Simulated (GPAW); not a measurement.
# CdS (Greenockite) (P6_3mc) in GPAW: settings compared, part 2 of 2

GPAW 26.7.0.

## Step 4: Relaxation of cell and atoms, BP86

Input file run.py:

```python
from ase.filters import FrechetCellFilter
from ase.io import read, write
from ase.optimize import BFGS
from gpaw import GPAW, PW, setup_paths

setup_paths.insert(0, '.')

atoms = read('CdS.xyz')

calc = GPAW(mode=PW(600),
            xc='GGA_X_B88+GGA_C_P86',
            kpts={'size': (5, 5, 3), 'gamma': True},
            occupations={'name': 'fermi-dirac', 'width': 0.05},
            nbands=31,
            convergence={'density': 1e-06, 'energy': 1e-06, 'eigenstates': 1e-10},
            maxiter=150,
            txt='gpaw.txt')
atoms.calc = calc
opt = BFGS(FrechetCellFilter(atoms), trajectory='relax.traj', logfile='-')
done = opt.run(fmax=0.02, steps=40)
calc.write('gs.gpw')
write('result.traj', atoms)
print('Converged:', done)
print('Cell:', atoms.cell.cellpar().round(4))
print('Volume:', round(atoms.get_volume(), 4))
print(atoms.get_scaled_positions().round(5))
```

Input file CdS.xyz:

```xyz
4
Lattice="4.1500000000 0.0000000000 0.0000000000 -2.0750000000 3.5940054257 0.0000000000 0.0000000000 0.0000000000 6.7370000000" Properties=species:S:1:pos:R:3 pbc="T T T"
Cd     2.0750000002      1.1980018084      3.3685000000
Cd    -0.0000000002      2.3960036173      0.0000000000
S      2.0750000002      1.1980018084      5.8948750000
S     -0.0000000002      2.3960036173      2.5263750000
```

Launch:

```sh
gpaw-setup -f GGA_X_B88+GGA_C_P86 Cd S
OMP_NUM_THREADS=1 python run.py
```

Run time: 2 min. Hardware: 1 thread of Arm Neoverse V2, shared host; peak memory 0.24 GiB.

The run converged. Its results:

- Free energy: -12.2210 eV
- Relaxed volume: 26.02 Å³/atom
- Relaxed cell: a = 4.195 Å, b = 4.195 Å, c = 6.829 Å, α = 90.00°, β = 90.00°, γ = 120.00°
- Space group after relaxing (to 0.05 Å): P6_3mc (No. 186)
- Energy gained by relaxing: 5.9 meV/atom
- Ionic steps: 6
- Pressure after relaxing: 0.0 GPa
- Largest force after relaxing: 0.009 eV/Å
- Band gap on the k mesh: 1.01 eV, direct

Forces in eV/Å, atoms in the order of the input:
```
Cd   0.000  0.000  0.009
Cd   0.000  0.000  0.009
S    0.000  0.000 -0.009
S    0.000  0.000 -0.009
```

The path:
```tsv
step	energy change (eV)	largest force (eV/Å)	pressure (GPa)	volume (Å³)
1	0.0000	0.0626	2.02	100.48
2	-0.0044	0.0503	1.81	100.82
3	-0.0231	0.0285	0.17	103.71
4	-0.0233	0.0281	0.06	103.92
5	-0.0234	0.0223	0.00	104.03
6	-0.0235	0.0094	-0.04	104.09
```

Final structure:
```
CELL_PARAMETERS angstrom
4.19539 0.00000 0.00000
-2.09770 3.63332 0.00000
0.00000 0.00000 6.82891
ATOMIC_POSITIONS crystal
Cd 0.66667 0.33333 0.49916
Cd 0.33333 0.66667 0.99916
S 0.66667 0.33333 0.87584
S 0.33333 0.66667 0.37584
```

Levels at points of the mesh, in eV from the valence-band top:
```
           k point  band 16  band 17  band 18  band 19  band 20  band 21
(0.00, 0.00, 0.00)    -0.04     0.00     0.00     1.01     2.65     6.39
```

Caveat: later steps reuse the first step's grids. Zero-point motion and thermal expansion aren't in these numbers.

## Step 5: Relaxation of cell and atoms, PBEint, target pressure 1 GPa, at which the enthalpy is minimised

Edit run.py of step 4 so:

```diff
@@ -2,3 +2,4 @@
 from ase.io import read, write
-from ase.optimize import BFGS
+from ase.optimize import FIRE
+from ase.units import GPa
 from gpaw import GPAW, PW, setup_paths
@@ -7,6 +8,6 @@
 
-atoms = read('CdS.xyz')
+atoms = read('CdS.cif')
 
 calc = GPAW(mode=PW(600),
-            xc='GGA_X_B88+GGA_C_P86',
+            xc='GGA_X_PBEINT+GGA_C_PBEINT',
             kpts={'size': (5, 5, 3), 'gamma': True},
@@ -18,4 +19,4 @@
 atoms.calc = calc
-opt = BFGS(FrechetCellFilter(atoms), trajectory='relax.traj', logfile='-')
-done = opt.run(fmax=0.02, steps=40)
+opt = FIRE(FrechetCellFilter(atoms, scalar_pressure=1 * GPa), trajectory='relax.traj', logfile='-')
+done = opt.run(fmax=0.02, steps=60)
 calc.write('gs.gpw')
```

Input file CdS.cif:

```cif
data_CdS
_cell_length_a 4.15000000
_cell_length_b 4.15000000
_cell_length_c 6.73700000
_cell_angle_alpha 90.00000000
_cell_angle_beta 90.00000000
_cell_angle_gamma 120.00000000
_space_group_name_H-M_alt 'P1'
_space_group_name_Hall 'P 1'
_space_group_IT_number 1
loop_
_space_group_symop_operation_xyz
'x,y,z'
loop_
_atom_site_label
_atom_site_type_symbol
_atom_site_symmetry_multiplicity
_atom_site_Wyckoff_symbol
_atom_site_fract_x
_atom_site_fract_y
_atom_site_fract_z
_atom_site_occupancy
Cd1 Cd 1 a 0.6666666667 0.3333333333 0.5000000000 1
Cd2 Cd 1 a 0.3333333333 0.6666666667 0.0000000000 1
S1 S 1 a 0.6666666667 0.3333333333 0.8750000000 1
S2 S 1 a 0.3333333333 0.6666666667 0.3750000000 1
```

Launch:

```sh
gpaw-setup -f GGA_X_PBEINT+GGA_C_PBEINT Cd S
OMP_NUM_THREADS=1 python run.py
```

Wall time 4.3 min (1 thread of Arm Neoverse V2, shared host); peak memory 0.25 GiB.

The run converged. Its results:

| Quantity | Value |
| --- | --- |
| Free energy | -13.3739 eV |
| Relaxed volume | 24.63 Å³/atom |
| Relaxed cell | a = 4.120 Å, b = 4.120 Å, c = 6.700 Å, α = 90.00°, β = 90.00°, γ = 120.00° |
| Space group after relaxing (to 0.05 Å) | P6_3mc (No. 186) |
| Energy change on relaxing (the enthalpy is what falls) | +1.4 meV/atom |
| Ionic steps | 14 |
| Pressure after relaxing | 1.1 GPa |
| Largest force after relaxing | 0.007 eV/Å |
| Band gap on the k mesh | 1.18 eV, direct |

Forces in eV/Å, atoms in the order of the input:
```
Cd   0.000  0.000  0.007
Cd   0.000  0.000  0.007
S    0.000  0.000 -0.007
S    0.000  0.000 -0.007
```

Stress tensor (GPa, compression positive):
```
1.13 0.00 0.00
0.00 1.13 0.00
0.00 0.00 1.05
```

The path:
```
step  energy change (eV)  largest force (eV/Å)  pressure (GPa)  volume (Å³)
   1              0.0000                0.0638           -0.11       100.48
   2             -0.0002                0.0563           -0.03       100.35
   3             -0.0004                0.0422            0.12       100.10
   4             -0.0001                0.0232            0.33        99.75
   5              0.0012                0.0018            0.59        99.31
   6              0.0037                0.0181            0.89        98.83
   7              0.0070                0.0289            1.20        98.36
   8              0.0069                0.0281            1.19        98.36
   9              0.0068                0.0262            1.19        98.37
  10              0.0067                0.0236            1.17        98.39
  11              0.0065                0.0202            1.16        98.41
  12              0.0063                0.0163            1.14        98.44
  13              0.0060                0.0117            1.12        98.47
  14              0.0057                0.0069            1.10        98.50
```

Final structure:
```
CELL_PARAMETERS angstrom
4.12022 0.00000 0.00000
-2.06011 3.56822 0.00000
0.00000 0.00000 6.69997
ATOMIC_POSITIONS crystal
Cd 0.66667 0.33333 0.49910
Cd 0.33333 0.66667 0.99911
S 0.66667 0.33333 0.87589
S 0.33333 0.66667 0.37589
```

Levels at points of the mesh, in eV from the valence-band top:
| k point | band 16 | band 17 | band 18 | band 19 | band 20 | band 21 |
| --- | --- | --- | --- | --- | --- | --- |
| (0.00, 0.00, 0.00) | -0.05 | 0.00 | 0.00 | 1.18 | 2.74 | 6.37 |

Caveat: later steps reuse the first step's grids.

## Step 6: Summary

| level | cell | optimizer | fmax | max steps | eigensolver | target pressure | gap on the mesh (eV) | pressure (GPa) | relaxed volume (Å³/atom) | largest force (eV/Å) |
| --- | --- | --- | --- | --- | --- | --- | --- | --- | --- | --- |
| PW91 | relaxed | FIRE | 0.02 eV/Å | 40 | - | - | 1.07 | -0.1 | 25.88 | 0.01 |
| BLYP+D3(BJ) | relaxed | LBFGS | 0.05 eV/Å | 40 | davidson | - | 1.11 | 0.1 | 25.16 | 0.01 |
| BP86 | relaxed | BFGS | 0.02 eV/Å | 40 | - | - | 1.01 | 0.0 | 26.02 | 0.01 |
| PBEint | relaxed to 1 GPa | FIRE | 0.02 eV/Å | 60 | - | 1 GPa | 1.18 | 1.1 | - | 0.01 |

Alike in all rows: task relaxation of cell and atoms; potentials or basis PAW data sets generated in the run's folder for this functional, pw; no spin polarisation; k mesh 5 × 5 × 3; cutoff (eV) 600; smearing fermi-dirac 0.05 eV.

Caveats: later steps reuse the first step's grids.

Total energies depend on the potentials used, so only differences within one code and one set of settings carry meaning.
